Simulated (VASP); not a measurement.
VASP 6.6.1 run: AlN

INCAR

```
LCHARG = .FALSE.
MAGMOM = 0.5 0.5
NSW = 0
PREC = Accurate
ISPIN = 2
ISIF = 2
MAXMIX = 40
METAGGA = RSCAN
NBANDS = 11
NELM = 120
LASPH = .TRUE.
ISMEAR = 0
ALGO = Normal
LREAL = .FALSE.
ENCUT = 520
EDIFF = 1E-7
SIGMA = 0.01
IBRION = -1
LWAVE = .FALSE.
```

KPOINTS

```
KPOINTS created by Atomic Simulation Environment
0
Gamma
10 10 10
0 0 0
```

POSCAR

```
Al N
 1.0000000000000000
     0.0000000000000000    2.0996231902000000    2.0996231902000000
     2.0996231902000000    0.0000000000000000    2.0996231902000000
     2.0996231902000000    2.0996231902000000    0.0000000000000000
 Al  N
   1   1
Cartesian
  0.0000000000000000  0.0000000000000000  0.0000000000000000
  2.0996231902000000  2.0996231902000000  2.0996231902000000
```

The recommended PBE PAW datasets give the neutral cell 8 valence electrons.

Command

```
mpirun -np 1 vasp_std
```

OSZICAR

```
N       E                     dE             d eps       ncg     rms          rms(c)
DAV:   1     0.421508136916E+01    0.42151E+01   -0.36384E+03  2108   0.578E+02
DAV:   2    -0.234050979480E+02   -0.27620E+02   -0.26485E+02  2494   0.141E+02
DAV:   3    -0.242935985643E+02   -0.88850E+00   -0.88701E+00  2528   0.238E+01
DAV:   4    -0.242976341975E+02   -0.40356E-02   -0.40354E-02  2305   0.172E+00
DAV:   5    -0.242976777139E+02   -0.43516E-04   -0.43516E-04  2477   0.169E-01    0.794E+00
DAV:   6    -0.207361690150E+02    0.35615E+01   -0.60864E+00  2227   0.124E+01    0.320E+00
DAV:   7    -0.208347619185E+02   -0.98593E-01   -0.31576E-01  2305   0.397E+00    0.205E+00
DAV:   8    -0.208454675824E+02   -0.10706E-01   -0.28681E-02  2169   0.131E+00    0.122E+00
DAV:   9    -0.208644824366E+02   -0.19015E-01   -0.91745E-03  2241   0.786E-01    0.304E-01
DAV:  10    -0.208648555339E+02   -0.37310E-03   -0.48605E-04  2377   0.178E-01    0.106E-01
DAV:  11    -0.208649311455E+02   -0.75612E-04   -0.16277E-04  2340   0.776E-02    0.416E-02
DAV:  12    -0.208649789492E+02   -0.47804E-04   -0.39720E-05  2277   0.450E-02    0.149E-02
DAV:  13    -0.208649829028E+02   -0.39536E-05   -0.95839E-06  2409   0.208E-02    0.311E-03
DAV:  14    -0.208649823637E+02    0.53914E-06   -0.25664E-07  2238   0.407E-03    0.130E-03
DAV:  15    -0.208649821824E+02    0.18128E-06   -0.61763E-08  1602   0.196E-03    0.537E-04
DAV:  16    -0.208649821075E+02    0.74903E-07   -0.60843E-09  1109   0.713E-04
   1 F= -.20864982E+02 E0= -.20864982E+02  d E =-.347993-128  mag=    -0.0000
```

Standard output (part)

```
POSCAR found type information on POSCAR AlN
 POSCAR found :  2 types and       2 ions
 LDA part: xc-table for (None), standard interpolation
 POSCAR, INCAR and KPOINTS ok, starting setup
 WAVECAR not read
 entering main loop
```

It converged. Results: pressure -27.3 GPa; magnetic moment of the cell 0.00 μB.

For comparison, a separate r²SCAN run of the intended cell, on usual settings and not on those above, gives a gap of 4.38 eV on its mesh and a pressure of -26.4 GPa.

The run above took about 45 s on one core of a shared host (Intel Xeon Platinum 8488C) and held 0.16 GiB at most.
